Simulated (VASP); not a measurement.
Sn:

```
Sn
1.0
    -1.72654    1.77555    2.33834
     1.72654   -1.77555    2.33834
     1.72654    1.77555   -2.33834
Sn
1
Direct
  0.00000 0.00000 0.00000
```

This isn't the form of Sn at room conditions, which is tetragonal (white tin).

```yaml
Program: VASP 6.6.1
Task: relaxation of cell and atoms
Functional: PBE
Dispersion: D3(BJ)
Potentials_or_basis: VASP PAW PBE potentials, release 64 (Sn_d)
Cutoff: 600 eV
k_mesh: 16 × 16 × 16
Occupations: gaussian, width 0.1 eV
Spin: no spin polarisation
```

At the start: pressure -3.0 GPa; volume 28.67 Å³/atom.

Q: Where does the relaxation end?

A: Over 39 steps the energy falls by 22.6 meV/atom and the volume is 26.69 Å³/atom (-6.9 %); space group I4/mmm (No. 139, to 0.05 Å).

The path:
```csv
step,energy change (eV),largest force (eV/Å),pressure (GPa),volume (Å³)
1,0.0000,0.0000,-2.99,28.67
2,-0.0196,0.0000,0.47,26.51
3,-0.0199,0.0000,0.03,26.72
4,-0.0203,0.0000,0.05,26.72
5,-0.0207,0.0000,0.07,26.71
6,-0.0207,0.0000,0.06,26.72
7,-0.0207,0.0000,0.07,26.71
8,-0.0207,0.0000,-0.02,26.79
9,-0.0207,0.0000,-0.09,26.79
10,-0.0207,0.0000,-0.07,26.79
11,-0.0207,0.0000,0.03,26.72
12,-0.0207,0.0000,0.08,26.71
13,-0.0207,0.0000,0.06,26.72
14,-0.0208,0.0000,0.02,26.77
15,-0.0207,0.0000,-0.24,26.89
16,-0.0208,0.0000,-0.16,26.81
17,-0.0208,0.0000,-0.11,26.79
18,-0.0208,0.0000,-0.06,26.78
19,-0.0208,0.0000,-0.07,26.78
20,-0.0209,0.0000,-0.08,26.78
21,-0.0210,0.0000,-0.09,26.79
22,-0.0214,0.0000,-0.14,26.79
23,-0.0224,0.0000,-0.20,26.79
24,-0.0224,0.0000,-0.19,26.79
25,-0.0224,0.0000,-0.19,26.79
26,-0.0225,0.0000,-0.15,26.76
27,-0.0225,0.0000,-0.12,26.74
28,-0.0225,0.0000,-0.04,26.70
29,-0.0225,0.0000,-0.08,26.72
30,-0.0225,0.0000,-0.07,26.71
31,-0.0225,0.0000,0.00,26.69
32,-0.0225,0.0000,0.11,26.64
33,-0.0226,0.0000,0.04,26.66
34,-0.0226,0.0000,0.06,26.66
35,-0.0226,0.0000,0.06,26.68
36,-0.0225,0.0000,-0.05,26.73
37,-0.0226,0.0000,-0.08,26.70
38,-0.0226,0.0000,-0.03,26.69
39,-0.0226,0.0000,0.01,26.69
```

Final structure:
```
Sn
1.0
    -1.75368    1.75460    2.16820
     1.75368   -1.75460    2.16820
     1.75368    1.75460   -2.16820
Sn
1
Cartesian
  0.0000 0.0000 0.0000
```

Caveat: pairwise dispersion overbinds metals, which lowers pressure and volume.
